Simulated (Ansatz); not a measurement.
Formation energy of LiF

Computed with Ansatz (plane waves, PAW, 420 eV cutoff): PBE, scalar-relativistic, no spin polarisation, 14×14×14 k-mesh, Gaussian smearing of 0.05 eV. The datasets are Ansatz's generated set soft_2.

The chain of runs began from a cell as deposited in COD, expanded in volume.

It takes space group Fm-3m (No. 225, cubic). The conventional cell has a = 4.068 Å, b = 4.068 Å, c = 4.068 Å, α = 90.00°, β = 90.00°, γ = 90.00°. Around Li (site symmetry m-3m) lie 6 F at 2.03 Å. F (site symmetry m-3m) has 6 Li at 2.03 Å as nearest neighbours. (Neighbours are counted to 15 % beyond the shortest distance.)

The elements were computed in their standard states (gases as isolated molecules) with the same datasets, cutoff and functional. Total energies depend on the potentials used, so only differences within one code and one set of settings carry meaning.

Energy of the relaxed cell (2 atoms, smearing extrapolated to zero): -1016.171 eV. Elements, in eV/atom: Li -204.686, F -805.594.

Question: What is the formation energy?

Answer: [-1016.171 − (1 × -204.686 + 1 × -805.594)] / 2 = -2.95 eV/atom, or -284 kJ per mole of atoms.

The value is for 0 K, without zero-point energy and without any correction for the binding of gas molecules. Uncorrected semilocal values for oxides, chalcogenides and halides often miss by tenths of an eV an atom. A negative value shows stability against the elements alone, not against other compounds or structures.

Bader charges against formal ones: Li +0.90 (+1), F −0.90 (−1). The cations give up 90 % of the formal charge; Bader charges stay under formal ones because the anions' density reaches into the cations' basins, though a share this high marks a strongly ionic bond.

Formal charges Li⁺, F⁻ balance and leave closed shells on every ion, so a band insulator is expected, and the gap is 8.83 eV.

Kohn–Sham gaps of semilocal functionals lie under measured ones, often by a third or more.
